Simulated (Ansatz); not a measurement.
Density of states of BN (P6_3mc, a = 2.555 Å, b = 2.555 Å, c = 4.225 Å, α = 90.00°, β = 90.00°, γ = 120.00°), in states per eV and primitive cell, averaged over bins of 0.3 eV. All numbers below come from Ansatz 0.2.0, DFT PBE, scalar-relativistic, plane waves, PAW.

Settings: cutoff 420 eV, Γ-centred mesh 12×12×6 on the computed 4-atom cell, Gaussian smearing of 0.02 eV; no spin polarisation.

The cell is relaxed at this level. The states (both spins) are summed by tetrahedra on a 18×18×9 mesh at the self-consistent density. Energies are bin centres; the table starts no lower than −8 eV and ends at 6 eV, or lower where the solved bands end.

The gap is 5.23 eV at this level, with the zero inside it.

```tsv
E − E_F (eV)	total	N 2p	B 2p	N 2s	B 2s
-7.90	1.24	0.80	0.32	0.04	0.08
-7.60	1.44	0.94	0.38	0.04	0.07
-7.30	1.64	1.08	0.43	0.04	0.08
-7.00	1.59	1.06	0.42	0.03	0.07
-6.70	1.62	1.09	0.43	0.03	0.06
-6.40	1.85	1.26	0.49	0.03	0.06
-6.10	1.97	1.37	0.51	0.03	0.06
-5.80	2.09	1.48	0.54	0.02	0.05
-5.50	2.40	1.72	0.61	0.02	0.04
-5.20	1.69	1.23	0.41	0.01	0.03
-4.90	1.48	1.11	0.34	0.01	0.02
-4.60	1.15	0.87	0.24	0.01	0.01
-4.30	0.88	0.69	0.18	0.01	0.01
-4.00	0.68	0.54	0.13	0.00	0.01
-3.70	0.55	0.45	0.09	0.00	0.00
-3.40	0.40	0.34	0.06	0.00	0.00
-3.10	0.27	0.23	0.03	0.00	0.00
-2.80	0.12	0.10	0.01	0.00	0.00
-2.50	0.00	0.00	0.00	0.00	0.00
-2.20	0.00	0.00	0.00	0.00	0.00
-1.90	0.00	0.00	0.00	0.00	0.00
-1.60	0.00	0.00	0.00	0.00	0.00
-1.30	0.00	0.00	0.00	0.00	0.00
-1.00	0.00	0.00	0.00	0.00	0.00
-0.70	0.00	0.00	0.00	0.00	0.00
-0.40	0.00	0.00	0.00	0.00	0.00
-0.10	0.00	0.00	0.00	0.00	0.00
0.20	0.00	0.00	0.00	0.00	0.00
0.50	0.00	0.00	0.00	0.00	0.00
0.80	0.00	0.00	0.00	0.00	0.00
1.10	0.00	0.00	0.00	0.00	0.00
1.40	0.00	0.00	0.00	0.00	0.00
1.70	0.00	0.00	0.00	0.00	0.00
2.00	0.00	0.00	0.00	0.00	0.00
2.30	0.00	0.00	0.00	0.00	0.00
2.60	0.00	0.00	0.00	0.00	0.00
2.90	0.04	0.01	0.02	0.00	0.00
3.20	0.08	0.02	0.04	0.00	0.00
3.50	0.10	0.03	0.05	0.00	0.00
3.80	0.19	0.04	0.10	0.02	0.00
4.10	0.72	0.08	0.36	0.14	0.06
4.40	1.36	0.16	0.66	0.24	0.13
4.70	1.27	0.16	0.64	0.21	0.11
5.00	1.24	0.15	0.65	0.21	0.10
5.30	1.49	0.17	0.81	0.25	0.11
5.60	1.35	0.16	0.74	0.22	0.10
```

The columns after the total are the Löwdin projections on the occupied valence shells of the potentials. The rest of the total lies in shells that are empty in the free atom, which aren't projected, and between the atoms.

This wurtzite form isn't the usual stable structure of the compound.

Cost: 1 run of about 0.6 core-minutes, on Arm Neoverse V2 (shared hosts).